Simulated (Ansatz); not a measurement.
# HfB2: pressure against volume, part 2 of 2

Aim: scale the cell of HfB2 up and down at fixed shape and fractional positions, and get the equilibrium volume and bulk modulus with LAPW, PAW and all-electron datasets made for the crystal.

Ansatz 0.2.0; DFT PBE; a database cell (COD). «Crystal datasets» are all-electron PAW datasets made for this crystal.

### 9 Volume × 1.01, PAW

input.yaml reads:

```yaml
crystal:
  lattice:
    - [3.1504320712, 0.0, 0.0]
    - [-1.5752160356, 2.7283542065, 0.0]
    - [0.0, 0.0, 3.4915615467]
  atoms:
    - { symbol: Hf, position: [0.0, 0.0, 0.0] }
    - { symbol: B, position: [0.3333333333, 0.6666666667, 0.5] }
    - { symbol: B, position: [0.6666666667, 0.3333333333, 0.5] }
kpoints:
  mp_grid: { grid: [13, 13, 11] }
scf:
  occupations: { method: fermi_dirac, width: 0.05 }
hamiltonian:
  xc: pbe
  pseudopotentials: { kind: paw }
output:
  forces: true
  stress: true
  eigenvalues: true
  efg: { contact_densities: true }
```

The run is started by

```sh
$ ansatz run input.yaml --threads 1 --pin off --max-ram 6144MiB --backend cpu --events-out ev --progress --plain --runs-dir out
```

The log of the run, cut to the lines that bear on the results:

```text
Hf: output.efg is read without spin–orbit coupling, which moves field gradients at and beside such atoms by some per cent and up to a factor of two; PAW files take it under magnetization.noncollinear and magnetization.spin_orbit
[...]
Pseudopotentials: kind: paw
Pseudopotential: Hf, paw, valence charge 26, recommended cutoff 420 eV (normal)
Pseudopotential: B, paw, valence charge 3, recommended cutoff 420 eV (normal)
Functional definition: PBE
[...]
Crystal: 3 atoms, lattice volume = 30.012 Å³
Basis set: ecut = 420 eV, 563 PW (Γ), exchange–correlation on 48×48×48 points (8 copies of the dense FFT grid, shifted against one another)
Bands: 20, of which v1, the nominal top of the filled ones, is band 16 counted from 1 (15 counted from 0)
Symmetry: 24 space group operations
Space group: P6/mmm (ITA 191), of the structure as read, at distance tolerance 3.1e-5 Å
k-points: 126 of 1859
[...]
       -1.247450       0.000000      -0.000000
        0.000000      -1.247450      -0.000000
       -0.000000      -0.000000      -0.946598
  P = ⅓ Tr σ = -1.1472 GPa (-11.472 kbar)
--- PAW observables at the nuclei: V_zz in 10²¹ V/m², potentials from the cell's mean, atoms counted from 1 ---
  atom   1  Hf V_zz =   +10.488855   η = 0.0000   by run symmetry: allowed
            electrostatic potential = -14184.074912 V   contact ρ = 7528546.808271 e/Å³
  atom   2  B  V_zz =    +0.042710   η = 0.0000   by run symmetry: allowed
            electrostatic potential = -335.910106 V   contact ρ = 485.951502 e/Å³
  atom   3  B  V_zz =    +0.042710   η = 0.0000   by run symmetry: allowed
            electrostatic potential = -335.910106 V   contact ρ = 485.951502 e/Å³
--- Band table (eV; the first three rows and the last of 126) ---
  k-point 0: bands = ["-41.5145", "-10.3757", "-9.9039", "-9.9039", "6.6120", "8.5083", "8.5295", "8.5398", "8.5398", "8.5438", "8.5438", "8.6359", "17.3188", "17.4139", "17.4139", "17.5603", "24.2609", "24.2609", "24.8854", "24.8854"]
[...]
```

Wall time 4.9 s (1 thread of Intel Xeon Platinum 8375C at 2.90GHz (Ice Lake), shared host); peak memory 0.46 GiB.

Read from it: pressure -1.15 GPa; no gap; Vzz Hf1 10.49 (η = 0.00), B2 0.04 (η = 0.00) (10²¹ V/m²).

### 10 Volume × 1.01, crystal datasets

Changes to input.yaml since step 9:

```diff
@@ -15,3 +15,3 @@
   xc: pbe
-  pseudopotentials: { kind: paw }
+  pseudopotentials: { kind: all_electron, datasets: crystal }
 output:
```

The run is started by

```sh
$ ansatz run input.yaml --threads 1 --pin off --max-ram 6144MiB --backend cpu --events-out ev --progress --plain --runs-dir out
```

The log of the run, cut to the lines that bear on the results:

```text
[...]
Hf: output.efg is read without spin–orbit coupling, which moves field gradients at and beside such atoms by some per cent and up to a factor of two; PAW files take it under magnetization.noncollinear and magnetization.spin_orbit
[...]
[... 4 set-up lines as earlier in the session ...]
[...]
Crystal: 3 atoms, lattice volume = 30.012 Å³
Basis set: ecut = 400 eV, 563 PW (Γ), exchange–correlation on 48×48×48 points (8 copies of the dense FFT grid, shifted against one another)
Bands: 20, of which v1, the nominal top of the filled ones, is band 16 counted from 1 (15 counted from 0)
[... 1 set-up line as earlier in the session ...]
[...]
--- Stress (GPa, compression-positive) ---
       -1.193039      -0.000000      -0.000000
       -0.000000      -1.193039      -0.000000
       -0.000000      -0.000000      -0.807137
  P = ⅓ Tr σ = -1.0644 GPa (-10.644 kbar)
--- PAW observables at the nuclei: V_zz in 10²¹ V/m², potentials from the cell's mean, atoms counted from 1 ---
  atom   1  Hf V_zz =   +10.844622   η = 0.0000   by run symmetry: allowed
            electrostatic potential = -14184.074608 V   contact ρ = 7525142.158582 e/Å³
  atom   2  B  V_zz =    +0.068534   η = 0.0000   by run symmetry: allowed
            electrostatic potential = -335.964123 V   contact ρ = 485.973787 e/Å³
  atom   3  B  V_zz =    +0.068534   η = 0.0000   by run symmetry: allowed
            electrostatic potential = -335.964123 V   contact ρ = 485.973787 e/Å³
--- Band table (eV; the first three rows and the last of 126) ---
  k-point 0: bands = ["-41.1314", "-9.9872", "-9.5197", "-9.5197", "6.9989", "8.8954", "8.9119", "8.9264", "8.9264", "8.9291", "8.9291", "9.0181", "17.7043", "17.7967", "17.7967", "17.9465", "24.6491", "24.6491"]
[...]
```

It took 23 s on 1 thread of Intel Xeon Platinum 8375C at 2.90GHz (Ice Lake), shared host; peak memory 0.71 GiB.

Read from it: pressure -1.06 GPa; no gap; Vzz Hf1 10.84 (η = 0.00), B2 0.07 (η = 0.00) (10²¹ V/m²).

### 11 Volume × 1.04, LAPW

input.yaml reads:

```yaml
crystal:
  lattice:
    - [3.1813206298, 0.0, 0.0]
    - [-1.590660315, 2.755104483, 0.0]
    - [0.0, 0.0, 3.5257947253]
  atoms:
    - { symbol: Hf, position: [0.0, 0.0, 0.0] }
    - { symbol: B, position: [0.3333333333, 0.6666666667, 0.5] }
    - { symbol: B, position: [0.6666666667, 0.3333333333, 0.5] }
kpoints:
  mp_grid: { grid: [13, 13, 11] }
  band_path:
    path:
      - [0.0, 0.0, 0.0]
      - [0.5, 0.0, 0.0]
      - [0.3333333333, 0.3333333333, 0.0]
      - [0.0, 0.0, 0.0]
      - [0.0, 0.0, 0.5]
      - [0.5, 0.0, 0.5]
      - [0.3333333333, 0.3333333333, 0.5]
      - [0.0, 0.0, 0.5]
      - [0.5, 0.0, 0.5]
    npoints: 5
scf:
  occupations: { method: fermi_dirac, width: 0.05 }
hamiltonian:
  xc: pbe
  pseudopotentials: { kind: all_electron, lapw: { basis_error: 0.0005 } }
output:
  forces: true
  stress: true
  eigenvalues: true
```

The run is started by

```sh
$ ansatz run input.yaml --threads 1 --pin off --max-ram 6144MiB --backend cpu --events-out ev --progress --plain --runs-dir out
```

The log of the run, cut to the lines that bear on the results:

```text
LAPW: plane waves up to 8.971 Å⁻¹, error target 5.0e-4 eV per atom; small_component_spin mean_spin; B in spheres of 0.918 Å, 5 of its electrons in bands, Dirac shells []; Hf in spheres of 1.403 Å, 42 of its electrons in bands, Dirac shells []
[...]
[... 4 set-up lines as earlier in the session ...]
[...]
Crystal: 3 atoms, lattice volume = 30.903 Å³
Basis set: ecut = 306.6055152971628 eV, 389 PW (Γ), exchange–correlation at level 2
Bands: 32, of which v1, the nominal top of the filled ones, is band 26 counted from 1 (25 counted from 0)
[... 2 set-up lines as earlier in the session ...]
k-points: 126 of 1859
[...]
the basis was enlarged: its passes take 423.5 KiB over the memory plan, 1 of 1 planned eigensolver slots
[...]
SCF iter   9: F=-411605.624209 eV  HF=-411605.624209 eV  |F-HF|=1.80e-9  |Δ(HF+E_count)|=   1.31e-7  Δρ=1.17e-5  dr2=3.76e-8  ethr=1.34e-9  ⟨swp⟩=2.3  Hψ=11515  notcnv=0
[...]
NSCF: frozen V_eff on 41 k-points
SCF converged after 9 iterations
Free energy (F): -411605.624209 eV
[...]
E sigma→0 (E₀):  -411605.623331 eV
Entropy (-TS):   -0.001756 eV (-0.585 meV/atom)
Fermi energy:    20.179148 eV
[...]
--- Forces (eV/Å), atoms counted from 1 ---
  atom   1  Hf    -0.00000000    -0.00000000    -0.00000000
  atom   2  B     -0.00000000    -0.00000000     0.00000000
  atom   3  B      0.00000000     0.00000000    -0.00000000
[...]
--- Stress (GPa, compression-positive) ---
       -8.278013       0.000000      -0.000000
        0.000000      -8.278013       0.000000
       -0.000000       0.000000      -7.018252
  P = ⅓ Tr σ = -7.8581 GPa (-78.581 kbar)
--- Band table (eV; the first three rows and the last of 126) ---
[...]
```

It took 33 s on 1 thread of Intel Xeon Platinum 8375C at 2.90GHz (Ice Lake), shared host; peak memory 0.59 GiB.

Result: pressure -7.86 GPa; no gap.

### 12 Volume × 1.04, PAW

input.yaml reads:

```yaml
crystal:
  lattice:
    - [3.1813206298, 0.0, 0.0]
    - [-1.590660315, 2.755104483, 0.0]
    - [0.0, 0.0, 3.5257947253]
  atoms:
    - { symbol: Hf, position: [0.0, 0.0, 0.0] }
    - { symbol: B, position: [0.3333333333, 0.6666666667, 0.5] }
    - { symbol: B, position: [0.6666666667, 0.3333333333, 0.5] }
kpoints:
  mp_grid: { grid: [13, 13, 11] }
scf:
  occupations: { method: fermi_dirac, width: 0.05 }
hamiltonian:
  xc: pbe
  pseudopotentials: { kind: paw }
output:
  forces: true
  stress: true
  eigenvalues: true
  efg: { contact_densities: true }
  write_density: true
  write_potential: true
  elf: true
  volumetric_format: npy
```

The run is started by

```sh
$ ansatz run input.yaml --threads 1 --pin off --max-ram 6144MiB --backend cpu --events-out ev --progress --plain --runs-dir out
```

The log of the run, cut to the lines that bear on the results:

```text
Hf: output.efg is read without spin–orbit coupling, which moves field gradients at and beside such atoms by some per cent and up to a factor of two; PAW files take it under magnetization.noncollinear and magnetization.spin_orbit
[...]
[... 4 set-up lines as earlier in the session ...]
[...]
Crystal: 3 atoms, lattice volume = 30.903 Å³
Basis set: ecut = 420 eV, 575 PW (Γ), exchange–correlation on 48×48×48 points (8 copies of the dense FFT grid, shifted against one another)
Bands: 20, of which v1, the nominal top of the filled ones, is band 16 counted from 1 (15 counted from 0)
[... 2 set-up lines as earlier in the session ...]
k-points: 126 of 1859
[...]
       -8.330739       0.000000      -0.000000
        0.000000      -8.330739       0.000000
       -0.000000       0.000000      -7.145901
  P = ⅓ Tr σ = -7.9358 GPa (-79.358 kbar)
--- PAW observables at the nuclei: V_zz in 10²¹ V/m², potentials from the cell's mean, atoms counted from 1 ---
  atom   1  Hf V_zz =   +10.359937   η = 0.0000   by run symmetry: allowed
            electrostatic potential = -14183.342599 V   contact ρ = 7528541.617627 e/Å³
  atom   2  B  V_zz =    +0.044072   η = 0.0000   by run symmetry: allowed
            electrostatic potential = -335.146914 V   contact ρ = 485.907358 e/Å³
  atom   3  B  V_zz =    +0.044072   η = 0.0000   by run symmetry: allowed
            electrostatic potential = -335.146914 V   contact ρ = 485.907358 e/Å³
--- Band table (eV; the first three rows and the last of 126) ---
  k-point 0: bands = ["-42.2114", "-11.0497", "-10.6120", "-10.6120", "6.1865", "7.8064", "7.8293", "7.8350", "7.8350", "7.8397", "7.8397", "7.9259", "16.7975", "16.8815", "16.8815", "16.9589", "23.5278", "23.5278", "24.1405", "24.1405"]
[...]
```

Wall time 6.3 s (1 thread of Intel Xeon Platinum 8375C at 2.90GHz (Ice Lake), shared host); peak memory 0.47 GiB.

This run gives: pressure -7.94 GPa; no gap; Vzz Hf1 10.36 (η = 0.00), B2 0.04 (η = 0.00) (10²¹ V/m²).

### 13 Volume × 1.04, crystal datasets

Changes to input.yaml since step 12:

```diff
@@ -15,3 +15,3 @@
   xc: pbe
-  pseudopotentials: { kind: paw }
+  pseudopotentials: { kind: all_electron, datasets: crystal }
 output:
@@ -21,5 +21 @@
   efg: { contact_densities: true }
-  write_density: true
-  write_potential: true
-  elf: true
-  volumetric_format: npy
```

The run is started by

```sh
$ ansatz run input.yaml --threads 1 --pin off --max-ram 6144MiB --backend cpu --events-out ev --progress --plain --runs-dir out
```

The log of the run, cut to the lines that bear on the results:

```text
[...]
Hf: output.efg is read without spin–orbit coupling, which moves field gradients at and beside such atoms by some per cent and up to a factor of two; PAW files take it under magnetization.noncollinear and magnetization.spin_orbit
[...]
[... 4 set-up lines as earlier in the session ...]
[...]
Crystal: 3 atoms, lattice volume = 30.903 Å³
Basis set: ecut = 400 eV, 563 PW (Γ), exchange–correlation on 48×48×48 points (8 copies of the dense FFT grid, shifted against one another)
Bands: 20, of which v1, the nominal top of the filled ones, is band 16 counted from 1 (15 counted from 0)
[... 1 set-up line as earlier in the session ...]
[...]
       -8.279700      -0.000000      -0.000000
       -0.000000      -8.279700      -0.000000
       -0.000000      -0.000000      -7.017169
  P = ⅓ Tr σ = -7.8589 GPa (-78.589 kbar)
--- PAW observables at the nuclei: V_zz in 10²¹ V/m², potentials from the cell's mean, atoms counted from 1 ---
  atom   1  Hf V_zz =   +10.690398   η = 0.0000   by run symmetry: allowed
            electrostatic potential = -14183.339785 V   contact ρ = 7525137.090778 e/Å³
  atom   2  B  V_zz =    +0.069054   η = 0.0000   by run symmetry: allowed
            electrostatic potential = -335.215579 V   contact ρ = 485.929715 e/Å³
  atom   3  B  V_zz =    +0.069054   η = 0.0000   by run symmetry: allowed
            electrostatic potential = -335.215579 V   contact ρ = 485.929715 e/Å³
--- Band table (eV; the first three rows and the last of 126) ---
  k-point 0: bands = ["-41.8404", "-10.6731", "-10.2397", "-10.2397", "6.5618", "8.1803", "8.1985", "8.2085", "8.2085", "8.2118", "8.2118", "8.2950", "17.1713", "17.2526", "17.2526", "17.3331", "23.9041", "23.9041"]
[...]
```

Run time: 23 s. Hardware: 1 thread of Intel Xeon Platinum 8375C at 2.90GHz (Ice Lake), shared host; peak memory 0.72 GiB.

This run gives: pressure -7.86 GPa; no gap; Vzz Hf1 10.69 (η = 0.00), B2 0.07 (η = 0.00) (10²¹ V/m²).

### 14 All volumes together

| method | volume (Å³/atom) | F above the lowest (meV/atom) | pressure (GPa) | Vzz Hf1 (10²¹ V/m²) | Vzz B2 (10²¹ V/m²) |
| --- | --- | --- | --- | --- | --- |
| LAPW | 9.311 | 36.8 | 19.21 | – | – |
| LAPW | 9.707 | 5.1 | 6.79 | – | – |
| LAPW | 10.004 | 0.0 | -1.06 | – | – |
| LAPW | 10.301 | 8.4 | -7.86 | – | – |
| PAW | 9.311 | 36.4 | 19.11 | 10.78 | 0.04 |
| PAW | 9.707 | 5.0 | 6.70 | 10.62 | 0.04 |
| PAW | 10.004 | 0.0 | -1.15 | 10.49 | 0.04 |
| PAW | 10.301 | 8.6 | -7.94 | 10.36 | 0.04 |
| crystal datasets | 9.311 | – | 19.21 | 11.28 | 0.07 |
| crystal datasets | 9.707 | – | 6.79 | 11.03 | 0.07 |
| crystal datasets | 10.004 | – | -1.06 | 10.84 | 0.07 |
| crystal datasets | 10.301 | – | -7.86 | 10.69 | 0.07 |

### 15 Summary of results

This closing draws on all 2 parts.

```
                                  quantity          value
                 equilibrium volume (LAPW)  9.961 Å³/atom
                       bulk modulus (LAPW)        250 GPa
            its pressure derivative (LAPW)            3.9
                  equilibrium volume (PAW)  9.958 Å³/atom
                        bulk modulus (PAW)        250 GPa
             its pressure derivative (PAW)            3.8
     equilibrium volume (crystal datasets)  9.961 Å³/atom
           bulk modulus (crystal datasets)        250 GPa
its pressure derivative (crystal datasets)            3.9
```

**Reading.** By LAPW, the pressure vanishes at 9.96 Å³/atom (+0.6 % from the starting cell) and the bulk modulus there is 250 GPa (Birch-Murnaghan, third order). Shape and positions are held, so a fully relaxed modulus can be lower. PAW's volume lies -0.03 % and its modulus less than 0.1 % from LAPW's. No thermal or zero-point expansion is included. Spin-orbit coupling is left out, though the cell holds Hf; in elements this heavy it can shift bands and gaps by tenths of an eV.
